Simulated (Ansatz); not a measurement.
This script drives the Python package of Ansatz (0.2.0).

`cui_dfpt.py`:
```python
"""DFPT phonons of CuI."""

from pathlib import Path

import ansatz
import numpy as np


def main() -> None:
    lattice = ansatz.Lattice.of(
        [4.128618, 0.0, 0.0],
        [-2.064309, 3.575488, 0.0],
        [0.0, 0.0, 7.478106],
    )
    sites = [
        ("Cu", [2 / 3, 1 / 3, 0.589952]),
        ("Cu", [1 / 3, 2 / 3, 0.410048]),
        ("I", [1 / 3, 2 / 3, 0.754748]),
        ("I", [2 / 3, 1 / 3, 0.245252]),
    ]
    cui = ansatz.Crystal(lattice=lattice)
    for symbol, position in sites:
        cui = cui.atom(symbol, position)

    model = cui.calculation()
    model = model.functional("lda")
    model = model.occupations("fixed")
    model = model.mixing("broyden", preconditioner="kerker_dos")
    model = model.scf(self_checks="low").kpoints(6, 6, 4)
    model = model.phonons("dfpt", points=[(0, 0, 0), (0.5, 0.5, 0)])
    done = model.run(threads=1, runs_dir="runs")
    ph = done.phonons

    for q in ph.qpoints:
        thz = np.asarray(q.omega_inv_cm) / 33.35641
        print("q = ({:.2f}, {:.2f}, {:.2f})".format(*q.q_frac), np.round(thz, 2) + 0.0, "THz")


if __name__ == "__main__":
    main()
```

It is started by `python cui_dfpt.py`. How long does it take on 1 thread of Arm Neoverse V2, on a shared host, and how much memory does it need?

It took about 3.7 min, with a peak of 1.2 GiB, for 1 run of the engine.

```console
$ python cui_dfpt.py
DeckWarning: basis.ecutwfc = 420 eV, auto-derived from the records' recommended cutoffs: set by Cu (normal level)
q = (0.00, 0.00, 0.00) [0.   0.   0.   0.75 0.75 2.01 2.01 2.76 2.95 2.95 4.27 4.65] THz
q = (0.50, 0.50, 0.00) [1.11 1.27 1.36 1.77 2.14 2.38 2.6  3.09 3.33 3.47 4.41 4.51] THz
```
(Warnings from the package without file and line.)

The settings weren't tested for convergence. The cell isn't relaxed first, so the values belong to this volume. Without a Hubbard U or exact exchange, semilocal functionals often make such 3d compounds metallic or too weakly gapped. No non-analytic term is added, so at the zone centre the longitudinal optical modes of a polar crystal aren't split off. This cell is a computed structure, which may not be the phase found in nature. The structure is taken as given; imaginary modes can come from an unrelaxed or unstable start.
